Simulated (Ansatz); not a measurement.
Runs of Ansatz 0.2.0 on CdF2. Symmetry: Fm-3m, No. 225, cubic system. Conventional cell: a = 5.388 Å, b = 5.388 Å, c = 5.388 Å, α = 90.00°, β = 90.00°, γ = 90.00°. Cd (site symmetry m-3m) is surrounded by 8 F at 2.33 Å. Around F (site symmetry -43m) lie 4 Cd at 2.33 Å. 

```csv
task,level,cell,smearing,points for each segment of the path,gap on the mesh (eV),pressure (GPa),relaxed volume (Å³/atom)
single point,PBE,as given,gaussian 0.013 eV,-,3.13,5.5,-
single point,PBE,as given,gaussian 0.012 eV,-,3.13,5.5,-
band structure,BLYP,as given,fermi-dirac 0.05 eV,14,(a),8.6,-
relaxation of cell and atoms,BLYP,relaxed,fermi-dirac 0.05 eV,-,2.87,0.0,14.11
band structure,revPBE,as given,fermi-dirac 0.05 eV,14,3.29,9.0,-
relaxation of cell and atoms,revPBE,relaxed,fermi-dirac 0.05 eV,-,(b),0.0,14.24
single point,PBE,as given,gaussian 0.015 eV,-,3.13,5.5,-
single point,PBE,as given,gaussian 0.014 eV,-,3.13,5.5,-
```

Alike in all rows: potentials or basis Ansatz PAW; no spin polarisation; k mesh 9 × 9 × 9; cutoff (eV) 420.

Problem. Fill in the values left out.

Solution. (a) 3.17; (b) 2.97.

Caveats: odd divisions of the mesh miss points on the zone boundary, where band edges often lie, so the gap on the mesh can be too wide (some runs); the PAW data sets come from PBE, with cores solved anew for the run's functional, which leaves a small shift of forces and pressure (some runs); the plane-wave basis is chosen anew once the cell has moved, so the energies of steps on either side of that aren't comparable (some runs).

A k mesh can miss the band edges, and the runs leave out spin-orbit coupling on Cd.
